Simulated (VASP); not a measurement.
# B: changing the functional

Symmetry: Pm-3m, No. 221, cubic system. Conventional cell: a = 1.885 Å, b = 1.885 Å, c = 1.885 Å, α = 90.00°, β = 90.00°, γ = 90.00°. B (site symmetry m-3m) has 6 B at 1.89 Å as nearest neighbours.

This isn't the form of B at room conditions, which is rhombohedral.

Kept alike: task band structure; k mesh 14 × 14 × 14; occupations fermi-dirac, width 0.05 eV; no spin polarisation. Program: VASP, PAW files B, 520 eV. The mesh is that of the run's cell of 1 atom. No spin-orbit coupling.

| functional | pressure (GPa) |
| --- | --- |
| AM05 | -3.85 |
| BLYP | 8.16 |
| LDA | -7.08 |
| PBE | 0.39 |
| PBEsol | -2.25 |
| PW91 | 1.63 |
| RPBE | 3.93 |
| SCAN | -1.11 |
| TPSS | -1.71 |
| r2SCAN | 0.51 |
| revPBE | 3.23 |

Pressure is positive in compression; the values hold the error of the finite cutoff, so their zero can differ a little from the energy's minimum. For a metal such a mesh leaves the last digits unconverged. Runs of this series that gave no sound value for these columns are left out. Potentials were made for PBE (AM05, BLYP, PBE, PBEsol, PW91, RPBE, SCAN, TPSS, r2SCAN, revPBE); LDA (LDA).

Q: What does the functional change here?

A: The pressure runs from -7.08 (LDA) to 8.16 GPa (BLYP). From PBE: AM05 -4.24; BLYP +7.77; LDA -7.47; PBEsol -2.64; PW91 +1.24; RPBE +3.54; SCAN -1.50; TPSS -2.10; r2SCAN +0.12; revPBE +2.84. A positive pressure means that the functional's own cell is larger than the one given, a negative one that it is smaller.

At this fixed cell, LDA gives the most negative pressure and so favours the shortest B–B contacts, while BLYP favours the longest. PBEsol and AM05 lie on the contracted side, and revPBE and RPBE on the expanded side of PBE. This is the familiar order for solids, and it probably reflects how strongly each functional's gradient terms favour inhomogeneous density over the more uniform density of a compressed lattice, with BLYP further affected by a correlation part that misses the uniform-gas limit. The meta-GGAs don't form a separate group: SCAN and TPSS fall between PBEsol and PBE, whereas r2SCAN almost coincides with PBE.

With an odd number of valence electrons per one-atom cell, this phase is a band metal without the localised multicentre bonds of icosahedral boron, so the spread needn't carry over to the ordinary solid. The small PBE pressure shows that the chosen cell suits PBE, not that PBE is the most accurate functional for this phase.
